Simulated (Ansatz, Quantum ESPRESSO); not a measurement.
Au3Cu: the pressure in 2 programs

The cell as given:

The structure is cubic, space group Pm-3m (No. 221). Conventional cell: a = 3.980 Å, b = 3.980 Å, c = 3.980 Å, α = 90.00°, β = 90.00°, γ = 90.00°. Around Au (site symmetry 4/mmm) lie 8 Au at 2.81 Å and 4 Cu at 2.81 Å. Cu (site symmetry m-3m) is surrounded by 12 Au at 2.81 Å.

Kept alike: task relaxation of cell and atoms; functional PBEsol; k mesh 7 × 7 × 7; occupations fermi-dirac, width 0.05 eV; no spin polarisation. The mesh is that of the run's cell of 4 atoms. No spin-orbit coupling.

- A: Ansatz, all-electron LAPW, scalar-relativistic
- B: Quantum ESPRESSO, GBRV 1.5 PBEsol, cutoff 871 eV

| pressure (GPa) | A: volume (Å³/atom) | B: volume (Å³/atom) |
| --- | --- | --- |
| 0 | 15.672 | 15.641 |
| 5 | 15.260 | 15.233 |
| 10 | 14.912 | 14.886 |
| 20 | 14.333 | 14.314 |
| 30 | 13.868 | 13.852 |

Values hold for each row's relaxed cell, which stops near the pressure aimed at. The runs follow the start's structure, whether or not it is the stable one at these pressures.

**Question.** How large is the effect of the pressure, and do the programs agree on it?

**Answer.** From 0 to 30 GPa the volume moves by -1.804 in A, -1.789 in B (Å³/atom). Row by row the programs differ by 0.016 to 0.031, and over this span the shifts, as printed, agree within about 1 %.
